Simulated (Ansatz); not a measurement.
Consider the following.

CaF$_{2}$ (fluorite)

```yaml
crystal:
  lattice:
    - [0.00000, 5.51096, 5.51096]
    - [2.75548, 0.00000, 2.75548]
    - [2.75548, 2.75548, 0.00000]
  atoms:
    - { symbol: Ca, position: [0.00000, 0.00000, 0.00000] }
    - { symbol: Ca, position: [0.50000, 0.00000, 0.00000] }
    - { symbol: F, position: [0.12500, 0.25000, 0.25000] }
    - { symbol: F, position: [0.62500, 0.25000, 0.25000] }
    - { symbol: F, position: [0.37500, 0.75000, 0.75000] }
    - { symbol: F, position: [0.87500, 0.75000, 0.75000] }
```

The atoms are displaced by Q × the pattern below (from a DFPT mode at L = (0.5, 0.0, 0.0), largest move 1; Q in Å), at fixed cell. (q is in reciprocal vectors of the primitive cell; the cell shown is doubled to hold the pattern.)

```json
[
 {"atom": "Ca1", "x": "0.577", "y": "-0.577", "z": "-0.577"},
 {"atom": "Ca2", "x": "-0.577", "y": "0.577", "z": "0.577"},
 {"atom": "F3", "x": "-0.524", "y": "0.524", "z": "0.524"},
 {"atom": "F4", "x": "0.524", "y": "-0.524", "z": "-0.524"},
 {"atom": "F5", "x": "0.524", "y": "-0.524", "z": "-0.524"},
 {"atom": "F6", "x": "-0.524", "y": "0.524", "z": "0.524"}
]
```

The numbers are results of PBE (plane waves to 420 eV, PAW, scalar-relativistic; Ansatz, a first-principles code), not measurements. k mesh 5×10×10 (Γ-centred), Fermi-Dirac smearing 0.05 eV. E stands for the smeared free energy. CaF2 was relaxed with its symmetry unable to fall. ΔE is measured from the undisplaced structure.

The scan covers Q from -0.100 to 0.100 Å in 13 points.

Task: Is this a single well or a double well?

Result: A single well with its minimum at or next to zero displacement.

Task: Which space group does the distorted structure have?

Result: R-3m (No. 166), lowered from Fm-3m.

Task: What is the energy change at Q = 0.100 Å?

Result: 296.6 meV/cell.

Task: What harmonic wavenumber does the curvature at Q = 0 give?

Result: 337 cm⁻¹.

(A displaced cell: forces are minus the slopes of the energy, force constants its curvatures, and phonons follow from these.)
